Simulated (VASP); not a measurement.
VASP 6.6.1 run: LiBr

INCAR

```
NELM = 120
LASPH = .TRUE.
LWAVE = .FALSE.
ISIF = 2
LREAL = .FALSE.
LCHARG = .FALSE.
NBANDS = 12
ENCUT = 520
ISMEAR = 0
GGA = PE
IBRION = -1
SIGMA = 0.2
EDIFF = 1E-7
PREC = Accurate
NSW = 0
```

KPOINTS

```
KPOINTS created by Atomic Simulation Environment
0
Gamma
8 8 8
0 0 0
```

POSCAR

```
Li Br
 1.0000000000000000
     0.0000000000000000    2.7201141349000002    2.7395650468000001
     2.7201141349000002    0.0000000000000000    2.7395650468000001
     2.7201141349000002    2.7201141349000002    0.0000000000000000
 Li  Br
   1   1
Cartesian
  0.0000000000000000  0.0000000000000000  0.0000000000000000
  2.7201141349000002  2.7201141349000002  2.7395650468000001
```

The recommended PBE PAW datasets give the neutral cell 10 valence electrons.

Command

```
mpirun -np 1 vasp_std
```

OSZICAR

```
N       E                     dE             d eps       ncg     rms          rms(c)
DAV:   1     0.417538947093E+02    0.41754E+02   -0.39311E+03  1416   0.757E+02
DAV:   2    -0.405828885688E+01   -0.45812E+02   -0.43918E+02  1756   0.136E+02
DAV:   3    -0.660910544142E+01   -0.25508E+01   -0.25443E+01  1888   0.332E+01
DAV:   4    -0.666645210772E+01   -0.57347E-01   -0.57329E-01  1928   0.505E+00
DAV:   5    -0.666727589703E+01   -0.82379E-03   -0.82377E-03  1880   0.512E-01    0.197E+00
DAV:   6    -0.663623104450E+01    0.31045E-01   -0.59003E-02  1756   0.113E+00    0.121E+00
DAV:   7    -0.663858875162E+01   -0.23577E-02   -0.38044E-02  2044   0.101E+00    0.433E-01
DAV:   8    -0.664083519144E+01   -0.22464E-02   -0.40840E-03  1700   0.402E-01    0.608E-02
DAV:   9    -0.664082740360E+01    0.77878E-05   -0.99929E-05  1708   0.702E-02    0.240E-02
DAV:  10    -0.664085017106E+01   -0.22767E-04   -0.47656E-05  1648   0.447E-02    0.131E-02
DAV:  11    -0.664085421153E+01   -0.40405E-05   -0.49340E-06  1824   0.127E-02    0.439E-03
DAV:  12    -0.664085427392E+01   -0.62399E-07   -0.26646E-07  1684   0.363E-03
   1 F= -.66408543E+01 E0= -.66408543E+01  d E =-.145942E-13
```

Standard output (part)

```
POSCAR found type information on POSCAR LiBr
 POSCAR found :  2 types and       2 ions
 LDA part: xc-table for (Slater+PW92), standard interpolation
 POSCAR, INCAR and KPOINTS ok, starting setup
 WAVECAR not read
 entering main loop
```

From OUTCAR

```
k-points           NKPTS =     59   k-points in BZ     NKDIM =     59   number of bands    NBANDS=     12

   NELECT =      10.0000    total number of electrons

   dimension x,y,z NGX =    30 NGY =   30 NGZ =   30
   dimension x,y,z NGXF=    60 NGYF=   60 NGZF=   60

  energy-cutoff  :      520.00
  volume of cell :       40.54
      direct lattice vectors                 reciprocal lattice vectors
     0.000000000  2.720114135  2.739565047    -0.183815816  0.183815816  0.182510724
     2.720114135  0.000000000  2.739565047     0.183815816 -0.183815816  0.182510724
     2.720114135  2.720114135  0.000000000     0.183815816  0.183815816 -0.182510724

 k-points in reciprocal lattice and weights: KPOINTS created by Atomic Simulation Env
   0.00000000  0.00000000  0.00000000       0.002
   0.12500000 -0.00000000  0.00000000       0.016
   0.25000000 -0.00000000  0.00000000       0.016
   0.37500000 -0.00000000  0.00000000       0.016
   0.50000000 -0.00000000  0.00000000       0.008
   0.12500000  0.12500000  0.00000000       0.004
   0.25000000  0.12500000  0.00000000       0.016
   0.37500000  0.12500000  0.00000000       0.016
   ...

 E-fermi :   1.5195

 k-point     1 :       0.0000    0.0000    0.0000
  band No.  band energies     occupation
      1     -43.8688      2.00000
      2     -13.0239      2.00000
      3       0.4910      2.00000
      4       0.4910      2.00000
      5       0.5121      2.00000
      6       5.5643      0.00000
      7      10.9805      0.00000
      8      11.0385      0.00000
      9      11.0385      0.00000
     10      12.7631      0.00000
     11      12.9021      0.00000
     12      12.9022      0.00000

 k-point     2 :       0.1250   -0.0000    0.0000
  band No.  band energies     occupation
      1     -43.8687      2.00000
      2     -12.9566      2.00000
      3      -0.1074      2.00000
      4       0.4494      2.00000
      5       0.4582      2.00000
      6       6.0923      0.00000
      7      10.2905      0.00000
      8      10.8215      0.00000
      9      10.8929      0.00000
     10      11.9466      0.00000
     11      11.9837      0.00000
     12      13.2238      0.00000

 k-point     3 :       0.2500   -0.0000    0.0000
  band No.  band energies     occupation
      1     -43.8683      2.00000
      2     -12.7859      2.00000
      3      -1.2373      2.00000
      4       0.3512      2.00000
      5       0.3550      2.00000
      6       6.5451      0.00000
      7       9.6846      0.00000
      8       9.7549      0.00000
      9      10.3471      0.00000
     10      12.9068      0.00000
     11      12.9069      0.00000
     12      13.6081      0.00000

 k-point     4 :       0.3750   -0.0000    0.0000
  band No.  band energies     occupation
      1     -43.8679      2.00000
      2     -12.6015      2.00000
      3      -2.1476      2.00000
      4       0.2529      2.00000
      5       0.2684      2.00000
      6       6.2999      0.00000
      7       8.8647      0.00000
      8       8.9218      0.00000
      9      11.7025      0.00000
     10      14.0899      0.00000
     11      14.6803      0.00000
     12      14.7110      0.00000

 ...

  Total        0.2322048      0.2322048      0.1772938      0.0000000      0.0000000     -0.0000000
  in kB        9.1768988      9.1768988      7.0067754      0.0000000      0.0000000     -0.0000000
  external PRESSURE =       8.4535243 kB  Pullay stress =       0.0000000 kB

 POSITION                                       TOTAL-FORCE (eV/Angst)
 -----------------------------------------------------------------------------------
      0.00000      0.00000      0.00000         0.000000      0.000000     -0.000000
      2.72011      2.72011      2.73957         0.000000      0.000000      0.000000
 -----------------------------------------------------------------------------------
    total drift:                               -0.000000     -0.000000      0.000000

  FREE ENERGIE OF THE ION-ELECTRON SYSTEM (eV)
  ---------------------------------------------------
  free  energy   TOTEN  =        -6.6408542739 eV

  energy  without entropy=       -6.6408542739  energy(sigma->0) =       -6.64085427
```

It converged. Results: gap between bands v and c on the k mesh 5.05 eV; least direct gap on the k mesh 5.05 eV; pressure 0.8 GPa. Band v is the last that the valence electrons fill when counted band by band, and c is the next.

For comparison, a separate PBE run of the intended cell, on usual settings and not on those above, gives a gap of 5.05 eV on its mesh and a pressure of 0.8 GPa.

The run above took about 30 s on one core of a shared host (Intel Xeon Platinum 8488C) and held 0.18 GiB at most.
